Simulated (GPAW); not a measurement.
# Hf (P6_3/mmc) in GPAW: further runs

The runs below take Hf through band structure, with PBE, PBEsol, RPBE.

Program: GPAW 26.7.0. These are calculated values, not measurements. Logs are shortened: lines on timing, memory, paths and dates and some standing lists are left out, and cuts for length are marked. The log counts tension as positive stress, the text compression.

## Step 1: The crystal as given

Symmetry: P6_3/mmc, No. 194, hexagonal system. Conventional cell: a = 3.197 Å, b = 3.197 Å, c = 5.058 Å, α = 90.00°, β = 90.00°, γ = 120.00°. Around Hf (site symmetry -6m2) lie 12 Hf at 3.13 to 3.20 Å.

## Step 2: Band structure, PBE

The input, run.py:

```python
from ase.dft.bandgap import bandgap
from ase.io import read, write
from ase.units import GPa
from gpaw import GPAW, PW

atoms = read('POSCAR')

calc = GPAW(mode=PW(600),
            xc='PBE',
            kpts={'size': (10, 10, 5), 'gamma': True},
            occupations={'name': 'fermi-dirac', 'width': 0.05},
            nbands=24,
            convergence={'density': 1e-05, 'energy': 1e-05},
            maxiter=150,
            txt='gpaw.txt')
atoms.calc = calc
energy = atoms.get_potential_energy()
forces = atoms.get_forces()
stress = atoms.get_stress()
calc.write('gs.gpw')
write('result.traj', atoms)
print(f'Energy: {energy:.6f} eV')
print('Forces (eV/A):')
print(forces.round(4))
print('Stress (GPa):', (stress / GPa).round(3))
print('Fermi level:', round(calc.get_fermi_level(), 4), 'eV')
print(f'Gap: {bandgap(calc)[0]:.4f} eV, direct: {bandgap(calc, direct=True)[0]:.4f} eV')

path = atoms.cell.bandpath('GMKGALHA,LM,KH', npoints=100, eps=1e-4)
bs_calc = calc.fixed_density(kpts=path, symmetry='off', nbands=36,
                             convergence={'bands': 'CBM+6.0', 'eigenstates': 1e-6}, txt='bands.txt')
bs = bs_calc.band_structure()
bs.write('bs.json')
print(f'Gap on the path: {bandgap(bs_calc)[0]:.4f} eV')
```

The input, POSCAR:

```
Hf
1.0
    3.1967000000      0.0000000000      0.0000000000
   -1.5983500000      2.7684234083      0.0000000000
    0.0000000000      0.0000000000      5.0578000000
Hf
2
Direct
    0.6666666667      0.3333333333      0.7500000000
    0.3333333333      0.6666666667      0.2500000000
```

Potentials or basis: GPAW PAW data sets (gpaw-data 1.2.1), pw.

The run is started by

```bash
OMP_NUM_THREADS=1 python run.py
```

gpaw.txt:

```text
__  _  _
 | _ |_)|_||  |
 |__||  | ||/\| - 26.7.0

Input parameters:
  mode=PW(ecut=600.0),
  convergence={'density': 1e-05, 'energy': 1e-05},
  kpts=MonkhorstPack(size=(10, 10, 5), gamma=True),
  maxiter=150,
  nbands=24,
  occupations=Occupations(name='fermi-dirac', width=0.05),
  xc=XC(name='PBE')

Diagonalizing LCAO Hamiltonian
Converting LCAO to pw mode

           Hf

        Hf

Atoms  # Å, Bohr magnetons
|   | symbol |         x |        y |        z |    initial magnetic moments |
|---|--------|-----------|----------|----------|-----------------------------|
| 0 |     Hf |  1.598350 | 0.922808 | 3.793350 | ( 0.0000,  0.0000,  0.0000) |
| 1 |     Hf | -0.000000 | 1.845616 | 1.264450 | ( 0.0000,  0.0000,  0.0000) |

Unit cell  # Å
| periodic |         x |        y |        z |  lengths |     angles |
|----------|-----------|----------|----------|----------|------------|
|      yes |  3.196700 | 0.000000 | 0.000000 | 3.196700 |  90.000000 |
|      yes | -1.598350 | 2.768423 | 0.000000 | 3.196700 |  90.000000 |
|      yes |  0.000000 | 0.000000 | 5.057800 | 5.057800 | 120.000000 |

Number of symmetries: 12
Symmetry operations  # r_c * U_cc + t_c -> r_c
|    | kind |            matrix            |
|----|------|------------------------------|
|  0 |  σ   |  1, 1, 0,  0,-1, 0,  0, 0, 1 |
|  1 |  S6  |  1, 1, 0, -1, 0, 0,  0, 0,-1 |
|  2 |  E   |  1, 0, 0,  0, 1, 0,  0, 0, 1 |
|  3 |  C2  |  1, 0, 0, -1,-1, 0,  0, 0,-1 |
|  4 |  C2  |  0, 1, 0,  1, 0, 0,  0, 0,-1 |
|  5 |  C3  |  0, 1, 0, -1,-1, 0,  0, 0, 1 |
|  6 |  S6  |  0,-1, 0,  1, 1, 0,  0, 0,-1 |
|  7 |  σ   |  0,-1, 0, -1, 0, 0,  0, 0, 1 |
|  8 |  σ   | -1, 0, 0,  1, 1, 0,  0, 0, 1 |
|  9 |  i   | -1, 0, 0,  0,-1, 0,  0, 0,-1 |
| 10 |  C3  | -1,-1, 0,  1, 0, 0,  0, 0, 1 |
| 11 |  C2  | -1,-1, 0,  0, 1, 0,  0, 0,-1 |

BZ-sampling:
  Number of BZ points: 500
  Number of IBZ points: 58

  Monkhorst-Pack size: [10, 10, 5]
  Monkhorst-Pack shift: [0.05, 0.05, 0.0]

K-points  # in reciprocal-cell coordinates
|     |                                coordinates |     weight |
|-----|--------------------------------------------|------------|
|   0 | (  0.00000000,   0.00000000,   0.00000000) | 0.00200000 |
|   1 | (  0.00000000,   0.00000000,   0.20000000) | 0.00400000 |
|   2 | (  0.00000000,   0.00000000,   0.40000000) | 0.00400000 |
|   3 | (  0.10000000,   0.00000000,  -0.40000000) | 0.01200000 |
|   4 | (  0.10000000,   0.00000000,  -0.20000000) | 0.01200000 |
|   5 | (  0.10000000,   0.00000000,   0.00000000) | 0.01200000 |
|   6 | (  0.10000000,   0.00000000,   0.20000000) | 0.01200000 |
|   7 | (  0.10000000,   0.00000000,   0.40000000) | 0.01200000 |
|   8 | (  0.20000000,  -0.10000000,   0.00000000) | 0.01200000 |
|   9 | (  0.20000000,  -0.10000000,   0.20000000) | 0.02400000 |
| ... |                                            |            |
|  57 | (  0.50000000,   0.50000000,   0.40000000) | 0.01200000 |

Plane wave coefficients: 1518
Cutoff: 600.0 eV

Spin-components: 1 (collinear spins)
Bands:           24
Projectors:      12
Spin-degeneracy: 2
Datatype:        complex128

Parallelization:
  kpt:    1
  domain: 1
  band:   1

Density:
  Valence electrons: 24.0
  Components: 1
  Grid points: [20 20 30]
  Charge: 0.0  # |e|

Potential:
  Grid points: [20 20 30]

species:
  Hf:
    name:    Hafnium
    Z:       72.0
    valence: 12
    core:    60
    charge:  0.0  # [|e|]
    compensation charges:
      type: gauss
      rc: 0.41  # [Å]
      lmax: 2
    cutoffs:
      filter: 2.36  # [Å]
      core: 4.02  # [Å]
    projectors
    | kind |    occ | energy [eV] | rcut [Å] |
    |------|--------|-------------|----------|
    |   5s |  2.000 |     -66.831 |    1.397 |
    |   6s |  2.000 |      -5.097 |    1.397 |
    |   5p |  6.000 |     -35.599 |    1.307 |
    |   6p |  0.000 |      -1.401 |    1.307 |
    |   5d |  2.000 |      -2.699 |    1.334 |
    |    d |        |      24.513 |    1.334 |

    Using partial waves for Hf as LCAO basis

Reference energy: -819772.230551  # eV

eigensolver:
  PPCG
  Converge bands: occupied
  niter=2

density mixing:
  MSR1-Mixer
  Pratt-step length: 0.05
  Maximum mixing coefficient: 0.75
  Old densities: 10
  SVD Regularization: 0.005
  Good broyden scale: 1.0
  Trust region scale: 1.0
  Backstep threshold: 4.0
  History deletion threshold: 6.0
  Fourier metric: weight=20.0, sigma=0.015

occupation numbers:
  Fermi-Dirac:
    width: 0.0500  # eV

poisson solver:
  ecut: 4800.0  # eV

xc functional:
  name: PBE with 2 nearest neighbor stencil

convergence criteria:
- Maximum integral of absolute [dens]ity change: 1e-05 electrons / valence electron
- Maximum [total energy] change in last 3 cyles: 1e-05 eV / valence electron
- Maximum integral of absolute [eigenst]ate change: 4e-08 eV^2 / valence electron
maximum number of iterations: 150

SCF iterations
|iter     | |      energy | eigst |  dens |
|---------|-|-------------|-------|-------|
|iter:   1| |  -15.242636 | -0.17 |       |
|iter:   2| |  -15.207702 | -2.79 | -1.27 |
|iter:   3| |  -15.021371 | -1.68 | -1.30 |
|iter:   4| |  -15.028805 | -3.00 | -1.91 |
|iter:   5| |  -15.030706 | -4.33 | -2.36 |
|iter:   6| |  -15.030723 | -5.92 | -3.44 |
|iter:   7| |  -15.030724c| -7.25 | -4.03 |
|iter:   8| |  -15.030724c| -7.64c| -4.81 |
|iter:   9| |  -15.030724c| -8.34c| -5.98c|

Converged in 9 steps
Energy contributions relative to reference atoms: (reference = -819772.230551)

Energy contributions:
  Kinetic:          14.384357
  Coulomb:         -13.816802
  Zero:             -0.980196
  External:          0.000000
  Xc:              -14.612511
  Entropy:          -0.011143
  Spinorbit:         0.000000
  ----------------------------
  Free energy:     -15.036296
  Extrapolated:    -15.030724

dipole moment: (-0.000013, -0.000023, -0.000042)  # |e|*Ang

Fermi level: 9.955
Eigenvalues  # (at kpt = [0.000, 0.000, 0.000])
| band index |      eig [eV] | occ [0-2] |
|------------|---------------|-----------|
|          0 |       -51.810 |     2.000 |
|        ... |               |           |
|          2 |       -21.136 |     2.000 |
|          3 |       -20.397 |     2.000 |
|          4 |       -20.397 |     2.000 |
|          5 |       -20.276 |     2.000 |
|          6 |       -20.270 |     2.000 |
|          7 |       -20.270 |     2.000 |
[... 8 lines left out ...]
|         16 |        12.605 |     0.000 |
|         17 |        12.605 |     0.000 |
|        ... |               |           |
|         23 |        27.627 |     0.000 |

No gap
No difference between direct/indirect transitions

Forces  # eV/Ang
|        x |       y |        z |
|----------|---------|----------|
| -0.00000 | 0.00000 |  0.00000 |  # Hf   0
|  0.00000 | 0.00000 | -0.00000 |  # Hf   1

Stress tensor  # eV/Ang^3
|         x |         y |         z |
|-----------|-----------|-----------|
| -0.006615 | -0.000000 |  0.000000 |
| -0.000000 | -0.006615 | -0.000000 |
|  0.000000 | -0.000000 | -0.003721 |

# Writing to gs.gpw (mode='')
```

It took 70 s on 1 thread of Arm Neoverse V1, shared host; peak memory 0.32 GiB.

Results:

```
Free energy             : -15.0363 eV
Pressure                : 0.9 GPa
Band gap along the path : none (metal or under the smearing width)
```

Levels at the corners of the path, in eV from the Fermi level:
| point | band 10 | band 11 | band 12 | band 13 | band 14 | band 15 |
| --- | --- | --- | --- | --- | --- | --- |
| Γ | -3.68 | 0.62 | 1.19 | 1.19 | 1.47 | 2.01 |
| M | -2.73 | -2.21 | -0.81 | 0.81 | 0.87 | 1.68 |
| K | -1.79 | -1.79 | -1.44 | 0.38 | 0.38 | 2.05 |
| Γ | -3.68 | 0.62 | 1.19 | 1.19 | 1.47 | 2.01 |
| A | -5.37 | 0.16 | 0.16 | 1.08 | 1.08 | 1.08 |
| L | -3.38 | -0.97 | -0.97 | 1.17 | 1.17 | 2.66 |
| H | -1.73 | -1.46 | -1.46 | -0.20 | -0.20 | 2.53 |
| A | -5.37 | 0.16 | 0.16 | 1.08 | 1.08 | 1.08 |
| L | -3.38 | -0.97 | -0.97 | 1.17 | 1.17 | 2.66 |
| M | -2.73 | -2.21 | -0.81 | 0.81 | 0.87 | 1.68 |
| K | -1.79 | -1.79 | -1.44 | 0.38 | 0.38 | 2.05 |
| H | -1.73 | -1.46 | -1.46 | -0.20 | -0.20 | 2.53 |

Caveat: spin-orbit coupling is left out, which moves the levels of the heavy elements.

## Step 3: Band structure, PBEsol

run.py, as its differences from that of step 2:

```diff
@@ -3,3 +3,5 @@
 from ase.units import GPa
-from gpaw import GPAW, PW
+from gpaw import GPAW, PW, setup_paths
+
+setup_paths.insert(0, '.')
 
@@ -8,3 +10,3 @@
 calc = GPAW(mode=PW(600),
-            xc='PBE',
+            xc='PBEsol',
             kpts={'size': (10, 10, 5), 'gamma': True},
```

POSCAR is that of step 2.

Potentials or basis: PAW data sets generated in the run's folder for this functional, pw.

The run is started by

```bash
gpaw-setup -f PBEsol Hf
OMP_NUM_THREADS=1 python run.py
```

Wall time 77 s (1 thread of Arm Neoverse V1, shared host); peak memory 0.32 GiB.

It converged, with:

| Quantity | Value |
| --- | --- |
| Free energy | -16.1490 eV |
| Pressure | -3.5 GPa |
| Band gap along the path | none (metal or under the smearing width) |

Stress tensor (GPa, compression positive):
```
-3.36  0.00  0.00
 0.00 -3.36  0.00
 0.00  0.00 -3.88
```

Levels at the corners of the path, in eV from the Fermi level:
| point | band 9 | band 10 | band 11 | band 12 | band 13 | band 14 | band 15 | band 16 |
| --- | --- | --- | --- | --- | --- | --- | --- | --- |
| Γ | -7.34 | -3.68 | 0.65 | 1.18 | 1.18 | 1.46 | 2.00 | 2.00 |
| M | -3.32 | -2.73 | -2.21 | -0.79 | 0.79 | 0.87 | 1.67 | 5.87 |
| K | -2.12 | -1.78 | -1.78 | -1.43 | 0.37 | 0.37 | 2.04 | 5.21 |
| Γ | -7.34 | -3.68 | 0.65 | 1.18 | 1.18 | 1.46 | 2.00 | 2.00 |
| A | -5.37 | -5.37 | 0.16 | 0.16 | 1.07 | 1.07 | 1.07 | 1.07 |
| L | -3.38 | -3.38 | -0.97 | -0.97 | 1.19 | 1.19 | 2.64 | 2.64 |
| H | -1.75 | -1.75 | -1.45 | -1.45 | -0.18 | -0.18 | 2.51 | 2.51 |
| A | -5.37 | -5.37 | 0.16 | 0.16 | 1.07 | 1.07 | 1.07 | 1.07 |
| L | -3.38 | -3.38 | -0.97 | -0.97 | 1.19 | 1.19 | 2.64 | 2.64 |
| M | -3.32 | -2.73 | -2.21 | -0.79 | 0.79 | 0.87 | 1.67 | 5.87 |
| K | -2.12 | -1.78 | -1.78 | -1.43 | 0.37 | 0.37 | 2.04 | 5.21 |
| H | -1.75 | -1.75 | -1.45 | -1.45 | -0.18 | -0.18 | 2.51 | 2.51 |

Caveat: spin-orbit coupling is left out, which moves the levels of the heavy elements.

## Step 4: Band structure, RPBE

run.py, as its differences from that of step 3:

```diff
@@ -3,5 +3,3 @@
 from ase.units import GPa
-from gpaw import GPAW, PW, setup_paths
-
-setup_paths.insert(0, '.')
+from gpaw import GPAW, PW
 
@@ -10,3 +8,3 @@
 calc = GPAW(mode=PW(600),
-            xc='PBEsol',
+            xc='RPBE',
             kpts={'size': (10, 10, 5), 'gamma': True},
```

POSCAR is that of step 3.

Potentials or basis: the program's PAW data sets (release 1.2.1) made for this functional, pw.

The run is started by

```bash
OMP_NUM_THREADS=1 python run.py
```

Wall time 75 s (1 thread of Arm Neoverse V1, shared host); peak memory 0.32 GiB.

The run converged. Its results:

| Property | Result |
| --- | --- |
| Free energy | -14.2240 eV |
| Pressure | 3.8 GPa |
| Band gap along the path | none (metal or under the smearing width) |

Stress tensor (GPa, compression positive):
```
3.98 0.00 0.00
0.00 3.98 0.00
0.00 0.00 3.53
```

Levels at the corners of the path, in eV from the Fermi level:
| point | band 8 | band 9 | band 10 | band 11 | band 12 | band 13 | band 14 | band 15 | band 16 | band 17 |
| --- | --- | --- | --- | --- | --- | --- | --- | --- | --- | --- |
| Γ | -30.27 | -7.34 | -3.67 | 0.57 | 1.21 | 1.21 | 1.49 | 2.03 | 2.03 | 2.68 |
| M | -30.36 | -3.32 | -2.73 | -2.22 | -0.84 | 0.83 | 0.87 | 1.69 | 5.90 | 6.41 |
| K | -30.58 | -2.11 | -1.80 | -1.80 | -1.46 | 0.38 | 0.38 | 2.06 | 5.23 | 5.23 |
| Γ | -30.27 | -7.34 | -3.67 | 0.57 | 1.21 | 1.21 | 1.49 | 2.03 | 2.03 | 2.68 |
| A | -30.33 | -5.38 | -5.38 | 0.16 | 0.16 | 1.10 | 1.10 | 1.10 | 1.10 | 4.82 |
| L | -30.47 | -3.38 | -3.38 | -0.97 | -0.97 | 1.14 | 1.14 | 2.68 | 2.68 | 6.10 |
| H | -30.41 | -1.72 | -1.72 | -1.47 | -1.47 | -0.22 | -0.22 | 2.55 | 2.55 | 5.10 |
| A | -30.33 | -5.38 | -5.38 | 0.16 | 0.16 | 1.10 | 1.10 | 1.10 | 1.10 | 4.82 |
| L | -30.47 | -3.38 | -3.38 | -0.97 | -0.97 | 1.14 | 1.14 | 2.68 | 2.68 | 6.10 |
| M | -30.36 | -3.32 | -2.73 | -2.22 | -0.84 | 0.83 | 0.87 | 1.69 | 5.90 | 6.41 |
| K | -30.58 | -2.11 | -1.80 | -1.80 | -1.46 | 0.38 | 0.38 | 2.06 | 5.23 | 5.23 |
| H | -30.41 | -1.72 | -1.72 | -1.47 | -1.47 | -0.22 | -0.22 | 2.55 | 2.55 | 5.10 |

Caveat: spin-orbit coupling is left out, which moves the levels of the heavy elements.

## Step 5: Summary

```csv
level,potentials or basis,pressure (GPa)
PBE,"GPAW PAW data sets (gpaw-data 1.2.1), pw",0.9
PBEsol,"PAW data sets generated in the run's folder for this functional, pw",-3.5
RPBE,"the program's PAW data sets (release 1.2.1) made for this functional, pw",3.8
```

Alike in all rows: task band structure; no spin polarisation; cell as given; k mesh 10 × 10 × 5; cutoff (eV) 600; smearing fermi-dirac 0.05 eV.

Caveats: spin-orbit coupling is left out, which moves the levels of the heavy elements.

Total energies depend on the potentials used, so only differences within one code and one set of settings carry meaning.
